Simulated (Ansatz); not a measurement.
Gas-phase electronic energies from Ansatz, PBE0-D4/def2-TZVP geometries. CCSD(T)/CBS adds triple-zeta CCSD(T) − MP2 to the extrapolated MP2 energy (def2 sets, frozen cores). DFT in def2-TZVPP. One conformer a species, not always the lowest.

`CCCCC(CC)CO` + `CC(C)N` → `CCCCNC(C)C` + `CCCCO`  (substitution at a C–C bond)

`CCCCC(CC)CO`:

Z-matrix (Å, degrees):
```
C
C 1 1.520
H 1 1.092 2 111.2
H 1 1.092 2 112.0 3 -120.1
H 1 1.094 2 110.9 3 119.7
C 2 1.524 1 114.2 3 -176.8
H 2 1.097 1 109.5 3 60.6
H 2 1.095 1 109.0 3 -55.0
C 6 1.520 2 113.9 1 -66.0
H 6 1.098 2 109.1 1 56.4
H 6 1.095 2 108.6 1 171.5
C 9 1.525 6 114.5 2 177.3
H 9 1.097 6 109.3 2 -59.7
H 9 1.093 6 110.0 2 55.9
C 12 1.531 9 114.2 6 60.1
C 12 1.524 9 110.8 6 -173.7
H 12 1.102 9 107.5 6 -57.7
C 15 1.522 12 115.3 9 57.4
H 15 1.096 12 108.3 9 180.0
H 15 1.094 12 108.9 9 -65.6
O 16 1.413 12 113.5 9 60.5
H 16 1.093 12 110.4 9 -57.5
H 16 1.100 12 109.5 9 -175.3
H 18 1.092 15 110.6 12 178.6
H 18 1.093 15 112.1 12 59.0
H 18 1.093 15 111.8 12 -61.9
H 21 0.961 16 108.0 12 60.5
```

`CC(C)N`:

Cartesian coordinates in Å:
```
C -0.426 -0.312 -1.284
C 0.345 -0.104 0.006
C 0.007 1.230 0.644
N 0.002 -1.173 0.937
H -0.177 -1.273 -1.743
H -1.501 -0.300 -1.085
H -0.195 0.473 -2.009
H 1.421 -0.097 -0.241
H 0.250 2.057 -0.026
H 0.567 1.377 1.573
H -1.059 1.273 0.883
H 0.242 -2.076 0.546
H 0.523 -1.074 1.800
```

`CCCCNC(C)C`:

Z-matrix (Å, degrees):
```
C
C 1 1.521
H 1 1.093 2 111.0
H 1 1.090 2 111.0 3 -121.0
H 1 1.095 2 110.7 3 119.2
C 2 1.527 1 115.1 3 -177.6
H 2 1.097 1 109.6 3 59.4
H 2 1.096 1 108.8 3 -55.9
C 6 1.521 2 116.0 1 -79.8
H 6 1.095 2 108.9 1 159.5
H 6 1.098 2 109.6 1 44.4
N 9 1.447 6 112.8 2 65.9
H 9 1.097 6 108.9 2 -53.3
H 9 1.103 6 108.1 2 -168.2
C 12 1.454 9 115.9 6 -176.1
H 12 1.015 9 109.9 6 59.0
C 15 1.527 12 114.7 9 -62.2
C 15 1.518 12 108.7 9 173.1
H 15 1.098 12 106.1 9 57.0
H 17 1.093 15 111.0 12 178.2
H 17 1.095 15 110.4 12 -62.4
H 17 1.092 15 111.9 12 58.0
H 18 1.095 15 110.5 12 64.1
H 18 1.091 15 110.6 12 -55.5
H 18 1.092 15 111.2 12 -176.6
```

`CCCCO`:

```xyz
15

C     1.461   -1.576    0.055
C     0.141   -0.900    0.381
C     0.041    0.507   -0.185
C    -1.282    1.177    0.131
O    -1.362    2.505   -0.342
H     1.604   -1.659   -1.026
H     1.510   -2.583    0.475
H     2.304   -1.007    0.456
H    -0.688   -1.506   -0.003
H     0.007   -0.860    1.469
H     0.175    0.470   -1.275
H     0.852    1.130    0.207
H    -1.419    1.240    1.214
H    -2.110    0.569   -0.263
H    -1.234    2.492   -1.294
```

(1) Is it downhill or uphill in electronic energy at CCSD(T)/CBS, and by how much? (Best estimate.)

(2) What do these levels give: r2SCAN-D4, BHLYP-D4, ωB97X-V, LC-ωPBE, CCSD(T)/def2-SVP, MP2/def2-QZVPP? (Best estimate.)

Largest T1 diagnostic among the species: 0.009.

Answers

(1) Ansatz gave: Uphill: ΔE = +32.4 kJ/mol.

(2) Ansatz gave: r2SCAN-D4 26.8, BHLYP-D4 24.3, ωB97X-V 26.8, LC-ωPBE 25.0, CCSD(T)/def2-SVP 23.6, MP2/def2-QZVPP 35.4 kJ/mol.

At CCSD(T), def2-SVP lies −8.8 kJ/mol from the extrapolated value and def2-TZVPP −1.7 kJ/mol. The D4 term adds +5.8 kJ/mol with B3LYP and +3.2 kJ/mol with PBE0; it sums over pairs of atoms, weighted by their polarisabilities, and B3LYP, whose exchange is more repulsive, gets the larger term.

B3LYP here is the variant with VWN-RPA as its local correlation; programs differ in this.
